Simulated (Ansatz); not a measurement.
## Si₂W: zone-centre modes

All numbers below come from Ansatz, DFT PBEsol, scalar-relativistic, plane waves, PAW. The runs took a 420 eV cutoff, a Γ-centred 16×16×16 mesh and Gaussian smearing (0.15 eV). Spin–orbit coupling is left out, which can shift energies with elements as heavy as these. No spin polarisation.

Reference structure (relaxed at this level):

```
CELL_PARAMETERS angstrom
0.00000 3.20250 0.00000
1.60125 1.60125 -3.90787
-4.80375 1.60125 -3.90787
ATOMIC_POSITIONS crystal
Si 0.33450 0.99825 0.33275
Si 0.33450 0.49825 0.83275
Si 0.66550 0.50175 0.16725
Si 0.66550 0.00175 0.66725
W 0.00000 0.00000 0.00000
W 0.00000 0.50000 0.50000
```

Harmonic modes by finite displacements of 0.02 Å, without the LO–TO term. The cell doubles the primitive one, so its zone centre also holds the primitive cell's point q = (0, 1/2, 0).

(1) At this geometry, is the structure stable against these modes?

(2) List the wavenumbers in cm⁻¹.

Answers

(1) Yes: no mode is imaginary beyond 10 cm⁻¹, and only the three translations lie near zero.

(2) 0, 0, 0, 136, 152, 201, 262, 262, 266, 296, 305, 305, 305, 341, 341, 408, 444, 449.

Cost: 1 run of about 13 core-minutes, on AMD EPYC 9R45 (Zen 5) (shared hosts).